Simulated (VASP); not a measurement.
Te2Pt (Moncheite):

```xyz
3
Lattice="4.0506 0.0000 0.0000 -2.0253 3.5079 0.0000 0.0000 0.0000 5.0784" Properties=species:S:1:pos:R:3 pbc="T T T"
Te    0.0000    2.3386    1.3597
Te    2.0253    1.1693    3.7188
Pt    0.0000    0.0000    5.0784
```

Base run:

```yaml
Program: VASP 6.6.1
Functional: PBE
Potentials_or_basis: VASP PAW PBE potentials, release 64 (Te, Pt)
Cutoff: 520 eV
k_mesh: 12 × 12 × 7
Occupations: methfessel-paxton, width 0.1 eV
Spin: no spin polarisation
```

Its results: pressure 3.8 GPa; largest force 0.023 eV/Å.

The run is repeated on the same cell with these changes: functional from PBE to LDA; potentials or basis from VASP PAW PBE potentials, release 64 (Te, Pt) to VASP PAW LDA potentials, release 64 (Te, Pt). What comes out?

Pressure -2.4 GPa; largest force 0.301 eV/Å.
